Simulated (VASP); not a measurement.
GaP:

```xyz
2
Lattice="0.0000 2.7184 2.7184 2.7184 0.0000 2.7184 2.7184 2.7184 0.0000" Properties=species:S:1:pos:R:3 pbc="T T T"
Ga    0.0000    0.0000    0.0000
P     4.0776    4.0776    4.0776
```

The cell is a database's computed one.

Base run:

| Quantity | Value |
| --- | --- |
| Program | VASP 6.6.1 |
| Functional | TB-mBJ |
| Potentials or basis | VASP PAW PBE potentials, release 64 (Ga_d, P) |
| Cutoff | 520 eV |
| k mesh | 8 × 8 × 8 |
| Occupations | gaussian, width 0.02 eV |
| Spin | no spin polarisation |

Its results: band gap on the k mesh 2.41 eV, indirect (least direct gap 3.01 eV).

The run is repeated on the same cell with these changes: functional from TB-mBJ to PBEsol; further incar settings from ALGO = Normal; EDIFF = 1e-07; NBANDS = 16 to ALGO = Fast; EDIFF = 1e-07; NBANDS = 16. What comes out?

Band gap on the k mesh 1.50 eV, indirect (least direct gap 1.81 eV).

A k mesh can miss the band edges.
